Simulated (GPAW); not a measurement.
The system is Zr.

```
Zr
1.0
     3.23200    0.00000    0.00000
    -1.61600    2.79899    0.00000
     0.00000    0.00000    5.14700
Zr
2
Direct
  0.66667 0.33333 0.75000
  0.33333 0.66667 0.25000
```

* Program: GPAW 26.7.0
* Task: relaxation of cell and atoms
* Functional: PBEsol
* Potentials or basis: PAW data sets generated in the run's folder for this functional
* Cutoff: 600 eV
* Basis: pw
* k mesh: 8 × 8 × 5
* Occupations: fermi-dirac, width 0.05 eV
* Spin: no spin polarisation

At the start: pressure -3.5 GPa; volume 23.28 Å³/atom.

Question: Where does the relaxation end?

Answer: Over 5 steps the energy falls by 9.7 meV/atom and the volume is 22.44 Å³/atom (-3.6 %); space group P6_3/mmc (No. 194, to 0.05 Å).

The path:
```csv
step,energy change (eV),largest force (eV/Å),pressure (GPa),volume (Å³)
1,0.0000,0.0000,-3.45,46.56
2,-0.0091,0.0000,-2.49,46.06
3,-0.0182,0.0000,0.12,44.82
4,-0.0184,0.0001,0.07,44.84
5,-0.0193,0.0001,-0.06,44.87
```

Final structure:
```
Zr
1.0
     3.17838    0.00000    0.00000
    -1.58919    2.75256    0.00000
     0.00000    0.00000    5.12935
Zr
2
Cartesian
  1.5892 0.9175 3.8470
  0.0000 1.8350 1.2823
```

Caveat: later steps reuse the first step's grids.
